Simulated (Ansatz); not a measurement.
I:

```xyz
4
Lattice="3.6350 -2.3950 0.0000 3.6350 2.3950 0.0000 0.0000 0.0000 9.7934" Properties=species:S:1:pos:R:3 pbc="T T T"
I     3.6350   -0.7152    3.7646
I     3.6350    1.6799    1.1321
I     3.6350    0.7152    6.0288
I     3.6350   -1.6799    8.6613
```

* Program: Ansatz 0.2.0
* Task: relaxation of cell and atoms
* Functional: PBEsol
* Potentials or basis: Ansatz PAW
* Cutoff: 420 eV (not typed: the program's choice for these potentials)
* k mesh: 7 × 7 × 3
* Occupations: fermi-dirac, width 0.05 eV
* Spin: no spin polarisation

At the start: volume 42.63 Å³/atom.

How do energy, volume and symmetry change on relaxing?

It ends after 9 steps and the volume is 39.64 Å³/atom (-7.0 %); space group Cmce (No. 64, to 0.05 Å).

The path:
| step | energy change (eV) | largest force (eV/Å) | volume (Å³) |
| --- | --- | --- | --- |
| 1 | 0.0000 | 0.7634 | 170.52 |
| 2 | -0.0987 | 0.3397 | 157.03 |
| 3 | -0.1584 | 0.1559 | 161.20 |
| 4 | -0.1912 | 0.0481 | 156.75 |
| 5 | -0.1943 | 0.0049 | 156.96 |
| 6 | -0.1968 | 0.0163 | 157.74 |
| 7 | -0.1979 | 0.0104 | 158.21 |
| 8 | -0.1980 | 0.0018 | 158.56 |
| 9 | -0.1964 | 0.0018 | 158.56 |

Final structure:
```xyz
4
Lattice="3.7491 -2.1978 0.0000 3.7491 2.1978 0.0000 0.0000 0.0000 9.6216" Properties=species:S:1:pos:R:3 pbc="T T T"
I     3.7491   -0.7625    3.6297
I     3.7491    1.4353    1.1812
I     3.7491    0.7625    5.9920
I     3.7491   -1.4353    8.4405
```

Caveat: the plane-wave basis is chosen anew once the cell has moved, so the energies of steps on either side of that aren't comparable; the PAW data sets come from PBE, with cores solved anew for the run's functional, which leaves a small shift of forces and pressure.
